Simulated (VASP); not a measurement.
A run of VASP 6.6.1 is set up as follows.

File INCAR:

```
PREC = Accurate
ENCUT = 600
EDIFF = 1E-7
ISMEAR = 0
SIGMA = 0.1
LREAL = False
LASPH = True
NELM = 100
ALGO = Normal
ISIF = 3
LWAVE = False
LCHARG = False
ISPIN = 2
MAGMOM = 1 1
LORBIT = 11
LMAXMIX = 4
GGA = PS
IBRION = 2
NSW = 90
EDIFFG = -0.005
```

File KPOINTS:

```
Automatic mesh
0
Gamma
  9 9 4
```

File POSCAR:

```
Ni
1.0
    2.4887455600      0.0000000000      0.0000000000
   -1.2443727800      2.1553168800      0.0000000000
    0.0000000000      0.0000000000      4.0641215000
Ni
2
Direct
    0.3333333300      0.6666666700      0.2500000000
    0.6666666700      0.3333333300      0.7500000000
```

Potentials or basis: VASP PAW PBE potentials, release 64 (Ni).

Command:

```console
$ cat potpaw_PBE.64/Ni/POTCAR > POTCAR
$ mpirun -np 1 vasp_std > vasp.out
```

(1) Predict the net moment.

(2) Predict the space group after relaxing (to 0.05 Å).

(3) Predict the relaxed volume.

(4) Predict the site moments.

## Answers

(1) 1.20 μB per cell.

(2) P6_3/mmc (No. 194).

(3) 10.40 Å³/atom.

(4) Ni +0.61 μB.

Caveat: the k mesh is coarse (spacing up to 0.39 Å⁻¹), so the values aren't converged; the PAW data sets were made with another functional, which shifts forces and pressure a little.
